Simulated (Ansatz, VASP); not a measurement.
**SiO2 in VASP and in Ansatz**

INCAR

```
SYSTEM = SiO2
  ALGO = Normal
  EDIFF = 1E-6
  ENCUT = 520
  ISIF = 2
  ISMEAR = 0
  LASPH = .TRUE.
  LCHARG = .TRUE.
  LELF = .TRUE.
  LREAL = .FALSE.
  LVHAR = .TRUE.
  LWAVE = .FALSE.
  NBANDS = 25
  NELM = 80
  PREC = Accurate
  SIGMA = 0.05
```

KPOINTS

```
k-points
0
G
  6 6 8
  0 0 0
```

Contents of POSCAR:

```
SiO2
1.0
    4.0554000000      0.0000000000      0.0000000000
    0.0000000000      4.0554000000      0.0000000000
    0.0000000000      0.0000000000      2.5336000000
Si O
2 4
Direct
    0.5000000000      0.5000000000      0.5000000000
    0.0000000000      0.0000000000      0.0000000000
    0.6944252994      0.6944252994      0.0000000000
    0.1944252994      0.8055747006      0.5000000000
    0.3055747006      0.3055747006      0.0000000000
    0.8055747006      0.1944252994      0.5000000000
```

Input for Ansatz:

```yaml
crystal:
  lattice:
    - [4.0554, 0.0, 0.0]
    - [0.0, 4.0554, 0.0]
    - [0.0, 0.0, 2.5336]
  atoms:
    - { symbol: Si, position: [0.5, 0.5, 0.5] }
    - { symbol: Si, position: [0.0, 0.0, 0.0] }
    - { symbol: O, position: [0.6944252994, 0.6944252994, 0.0] }
    - { symbol: O, position: [0.1944252994, 0.8055747006, 0.5] }
    - { symbol: O, position: [0.3055747006, 0.3055747006, 0.0] }
    - { symbol: O, position: [0.8055747006, 0.1944252994, 0.5] }
basis:
  ecutwfc: 520.0
kpoints:
  mp_grid: { grid: [6, 6, 8] }
hamiltonian:
  xc: lda
  pseudopotentials: { kind: paw, azcp: { folder: soft_1 } }
scf:
  occupations: { method: gaussian, width: 0.05 }
output:
  forces: true
  stress: true
  eigenvalues: true
  write_density: true
  write_potential: true
  elf: true
  volumetric_format: npy
```

Alike in both runs: task single point; functional LDA; k mesh 6 × 6 × 8; occupations gaussian, width 0.05 eV; no spin polarisation.

|  | VASP | Ansatz |
| --- | --- | --- |
| version | VASP 6.6.1 | Ansatz 0.2.0 |
| potentials or method | VASP PAW LDA potentials, release 64 (Si, O) | scalar-relativistic, plane waves, PAW |
| plane-wave cutoff (eV) | 520 | 520 |
| valence electrons in the cell | 32 | 32 |

|  | VASP | Ansatz | Ansatz less VASP |
| --- | --- | --- | --- |
| gap on the k mesh at the Fermi level (eV) | 7.17 | 7.22 | +0.050 |
| least direct gap on the mesh (eV) | 7.17 | 7.22 | +0.050 |
| rms of the force components (eV/Å) | 0.351 | 0.325 | -0.0259 |

Atom by atom the forces differ by 0.026 eV/Å (rms over components). Ansatz warned: «pseudo_functional_mismatch».

 A hybrid or GW would open this gap; LDA tends to underestimate it. A k mesh can miss the band edges.
